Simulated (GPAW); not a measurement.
The system is Os.

```xyz
2
Lattice="2.7341 0.0000 0.0000 -1.3671 2.3678 0.0000 0.0000 0.0000 4.3197" Properties=species:S:1:pos:R:3 pbc="T T T"
Os    1.3671    0.7893    3.2398
Os    0.0000    1.5785    1.0799
```

```yaml
Program: GPAW 26.7.0
Task: relaxation of cell and atoms
Functional: SCAN
Potentials_or_basis: GPAW PAW data sets (gpaw-data 1.2.1)
Cutoff: 600 eV
Basis: pw
k_mesh: 8 × 8 × 5
Occupations: fermi-dirac, width 0.05 eV
Spin: no spin polarisation
```

At the start: pressure -14.9 GPa; volume 13.98 Å³/atom.

Where does the relaxation end?

Over 4 steps the energy falls by 25.4 meV/atom and the volume is 13.46 Å³/atom (-3.7 %); space group P6_3/mmc (No. 194, to 0.05 Å).

Step by step:
| step | energy change (eV) | largest force (eV/Å) | pressure (GPa) | volume (Å³) |
| --- | --- | --- | --- | --- |
| 1 | 0.0000 | 0.0000 | -14.92 | 27.96 |
| 2 | -0.0469 | 0.0000 | -4.25 | 27.20 |
| 3 | -0.0507 | 0.0000 | 0.21 | 26.91 |
| 4 | -0.0508 | 0.0000 | 0.01 | 26.92 |

Final structure:
```xyz
2
Lattice="2.7020 0.0000 0.0000 -1.3510 2.3400 0.0000 0.0000 0.0000 4.2573" Properties=species:S:1:pos:R:3 pbc="T T T"
Os    1.3510    0.7800    3.1930
Os    0.0000    1.5600    1.0643
```

Caveat: later steps reuse the first step's grids; the PAW data sets were made with another functional, which shifts forces and pressure a little.
